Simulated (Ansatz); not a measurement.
AlNi: vibrational free energy, entropy and heat capacity

Level of theory: Ansatz, DFT PBE, scalar-relativistic, plane waves, PAW. Settings: 420 eV plane-wave cutoff, Γ-centred 16×16×16 mesh, Fermi-Dirac smearing of 0.15 eV. No spin polarisation. Phonons by linear response, acoustic sum rule imposed.

The cell, relaxed at this level:
```cif
data_structure
_symmetry_space_group_name_H-M 'Pm-3m'
_symmetry_Int_Tables_number 221
_cell_length_a 2.8942
_cell_length_b 2.8942
_cell_length_c 2.8942
_cell_angle_alpha 90.000
_cell_angle_beta 90.000
_cell_angle_gamma 90.000
_cell_volume 24.24
loop_
_atom_site_label
_atom_site_type_symbol
_atom_site_symmetry_multiplicity
_atom_site_Wyckoff_symbol
_atom_site_fract_x
_atom_site_fract_y
_atom_site_fract_z
_atom_site_occupancy
Al1 Al 1 a 0.00000 0.00000 0.00000 1
Ni1 Ni 1 b 0.50000 0.50000 0.50000 1
```

In a metal, frequencies and elastic constants depend on the k mesh and the smearing, soft modes and shear constants most. Spin polarisation was left out, and a magnetic state may lie lower. Some empty bands missed the eigensolver's threshold.

Force constants from linear response on a 4×4×4 q mesh, interpolated to a fine mesh.

Phonon density of states, in bins of 10 cm⁻¹:
bin centre (cm⁻¹), share of modes (%) and a bar:
```
        5        0.0
       15        0.0
       25        0.0
       35        0.1
       45        0.2 #
       55        0.3 #
       65        0.5 ##
       75        0.7 ###
       85        1.0 ####
       95        1.4 #####
      105        2.0 #######
      115        3.0 ###########
      125        5.1 ###################
      135        6.3 #######################
      145        8.1 ##############################
      155        7.6 ############################
      165        5.2 ###################
      175        7.0 ##########################
      185        1.3 #####
      195        0.2 #
      205        0.0
      215        0.0
      225        0.0
      235        0.0
      245        0.0
      255        1.9 #######
      265        4.9 ##################
      275        5.1 ###################
      285        5.4 ####################
      295        4.2 ################
      305        4.2 ###############
      315        4.5 #################
      325        5.6 #####################
      335        6.9 ##########################
      345        5.6 #####################
      355        1.7 ######
```

**Question.** How much zero-point energy does an atom carry?

**Answer.** 41.6 meV.

**Question.** How large are the vibrational entropy and heat capacity at 300 K?

**Answer.** S = 3.21 k_B and C_V = 2.70 k_B per atom, 90 % of the Dulong–Petit value.

**Question.** Tabulate them against temperature.

**Answer.**
```csv
T (K),F_vib (meV/atom),S (k_B/atom),C_V (k_B/atom)
100,39.4,0.82,1.44
200,26.3,2.17,2.39
300,2.9,3.21,2.70
400,-28.4,4.01,2.82
500,-65.7,4.64,2.88
600,-108.1,5.17,2.92
700,-154.7,5.62,2.94
800,-204.9,6.02,2.95
900,-258.3,6.37,2.96
1000,-314.5,6.68,2.97
```

Whether AlNi exists in this form wasn't checked.

Cost: 1 run of about 44 core-minutes, on Arm Neoverse V2 (shared hosts).